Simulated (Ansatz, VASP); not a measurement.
Os: VASP beside Ansatz

Contents of INCAR:

```
PREC = Accurate ; ENCUT = 520
EDIFF = 1E-7 ; ISMEAR = -1
SIGMA = 0.05 ; LREAL = F
LASPH = T ; NELM = 80
ALGO = Normal ; ISIF = 2
LWAVE = F ; LCHARG = F
GGA = PE ; NBANDS = 10
```

Contents of KPOINTS:

```
regular mesh
0
Gamma
  12 12 12
```

Contents of POSCAR:

```
Os
1.0
    0.0000000000      1.9578811701      1.9578811701
    1.9578811701      0.0000000000      1.9578811701
    1.9578811701      1.9578811701      0.0000000000
Os
1
Direct
    0.0000000000      0.0000000000      0.0000000000
```

Contents of input.yaml:

```yaml
crystal:
  lattice:
    - [0.0, 1.9578811701, 1.9578811701]
    - [1.9578811701, 0.0, 1.9578811701]
    - [1.9578811701, 1.9578811701, 0.0]
  atoms:
    - { symbol: Os, position: [0.0, 0.0, 0.0] }
hamiltonian:
  xc: pbe
  pseudopotentials: { kind: paw }
kpoints:
  mp_grid: { grid: [12, 12, 12] }
scf:
  occupations: { method: fermi_dirac, width: 0.05 }
output:
  forces: true
  stress: true
  eigenvalues: true
```

Change from the starting cell: volume scaled by 1.02.

Alike in both runs: task single point; functional PBE; k mesh 12 × 12 × 12; occupations fermi-dirac, width 0.05 eV; no spin polarisation.

```csv
,VASP,Ansatz
version,VASP 6.6.1,Ansatz 0.2.0
potentials or method,"VASP PAW PBE potentials, release 64 (Os)",Ansatz PAW
plane-wave cutoff (eV),520,420
valence electrons in the cell,8,16
```

VASP gave:

| Property | Result |
| --- | --- |
| gap on the k mesh at the Fermi level (eV) | none |
| pressure (GPa) | -16.8 |

Estimate Ansatz's values.

gap on the k mesh at the Fermi level (eV): none; pressure (GPa): -16.4.

A gap of «none» marks a metal or a gap that the smearing closes. The two sets of potentials don't hold the same shells in valence.

Spin-orbit coupling is left out, which matters for the levels of Os.
